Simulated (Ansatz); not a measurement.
**BP films: biaxial stress and wafer bow**

Plane-wave DFT in Ansatz, PBEsol, scalar-relativistic PAW potentials, cutoff 420 eV, no spin-orbit coupling; no spin polarisation. BP in space group F-43m, strained equally along a and b of the conventional cell, with c and the atoms relaxed within the symmetry (a film with c along the normal). Stress is the in-plane mean, tension positive.

```csv
strain (%),stress (GPa),E − E(0) (meV/atom)
-4.5,-20.57,62.3
-3.0,-13.02,26.9
-1.5,?,6.6
+0.0,-0.02,0.0
+1.5,5.52,6.1
+3.0,10.50,23.7
+4.5,14.96,51.9
```

Q: Fit the stress, get the biaxial modulus and predict the missing row.

A: A parabola through the given rows is σ = -0.04 + 3.938 ε -0.1363 ε² GPa (ε in %), so M = dσ/dε = 394 GPa at zero. It predicts -6.25 GPa at -1.5 %; the run gave -6.19 GPa. The miss is 0.06 GPa, so the fit holds. The negative square term means that the film is stiffer in compression than in tension. The energies check it: E/V = Mε² at small strain, and a cubic fit with V = 11.54 Å³/atom gives M = 391 GPa, in agreement.

Q: How much does a 100 nm film at +0.2 % strain bow a 300 mm Si(001) wafer 775 μm thick?

A: The fit, without its small constant, gives σ = 0.78 GPa. Stoney's formula, κ = 6σt_f/(M_s t_s²) with M_s = 180.5 GPa for Si(001) (literature), gives |κ| = 4.32×10⁻³ m⁻¹ and a bow κr²/2 = 48.6 μm at r = 150 mm, with the film side concave (tension pulls the edges up). This assumes a single-crystal or fully textured, unrelaxed film at 0 K.

Cost: about 1.3 core-minutes for the runs cited, on Arm Neoverse V2 (shared hosts).

BP resists in-plane strain strongly: its biaxial modulus of 394 GPa is more than twice the 180.5 GPa of the Si(001) substrate. This fits a network of short, nearly nonpolar sp³ bonds, in which boron's compact valence shell gives strong overlap and both stretching and bending of the bonds cost much energy. The stress curve flattens steadily from compression to tension because the bonds are anharmonic: short-range repulsion rises steeply as they shorten, while the restoring force softens as they lengthen. The energies show the same asymmetry, with 62.3 meV/atom at -4.5 % against 51.9 meV/atom at +4.5 %.

At the small strain of the wafer example this curvature hardly matters, and the bow follows the linear modulus. Such a strain can't be the coherent misfit to silicon, whose lattice constant is much larger; it would more probably be what remains after misfit relaxation, growth and cooling. The stress is still rising at the largest tension computed, so the ideal strength isn't reached, and the strain at which a real film would crack remains open.
